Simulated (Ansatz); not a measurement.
Li₃N (Li3N type, space group P6/mmm)

```xyz
4
Lattice="3.6344 0.0000 0.0000 -1.8172 3.1474 0.0000 0.0000 0.0000 3.8645" Properties=species:S:1:pos:R:3 pbc="T T T"
Li     0.0000     0.0000     1.9323
Li     0.0000     2.0983     0.0000
Li     1.8172     1.0491     0.0000
N      0.0000     0.0000     0.0000
```

The relaxed cell is deformed in two ways at once: its volume V is scaled, and at that volume it is stretched along z (the c axis of the conventional cell) so that c/a changes. Fractional atomic positions are held.

These are PBE (plane waves to 420 eV, PAW, scalar-relativistic; Ansatz, a quantum-chemistry and plane-wave program) values and carry that method's errors. k mesh 10×10×9 (Γ-centred), Fermi-Dirac smearing 0.05 eV. Compression counts positive. Li3N was relaxed with its symmetry unable to fall.

Changes of P (GPa) from the point V/V₀ = 1.000, (c/a)/(c/a)₀ = 1.000 when one coordinate moves alone (two changes are said to add if the coupling is within 5 % of the smaller one, nearly so within 20 %):

| point | change |
|---|---|
| V/V₀ = 1.000, (c/a)/(c/a)₀ = 0.880 | 1.45 |
| V/V₀ = 1.000, (c/a)/(c/a)₀ = 0.940 | 0.31 |
| V/V₀ = 0.920, (c/a)/(c/a)₀ = 1.000 | 5.18 |
| V/V₀ = 0.960, (c/a)/(c/a)₀ = 1.000 | 2.34 |
| V/V₀ = 1.040, (c/a)/(c/a)₀ = 1.000 | -1.93 |
| V/V₀ = 1.080, (c/a)/(c/a)₀ = 1.000 | -3.53 |
| V/V₀ = 1.000, (c/a)/(c/a)₀ = 1.060 | 0.34 |
| V/V₀ = 1.000, (c/a)/(c/a)₀ = 1.120 | 1.18 |

Question: What is the change at V/V₀ = 1.080, (c/a)/(c/a)₀ = 1.120, where both move, and how far is it from the sum?

Answer: The sum of the single changes is -3.53 + (1.18) = -2.35; the calculation gives -2.57, so the coupling contributes -0.22 (under 20 % of the smaller single change, nearly additive).

(Under strain, the slope of the energy per volume gives the stress and its curvature an elastic modulus.)
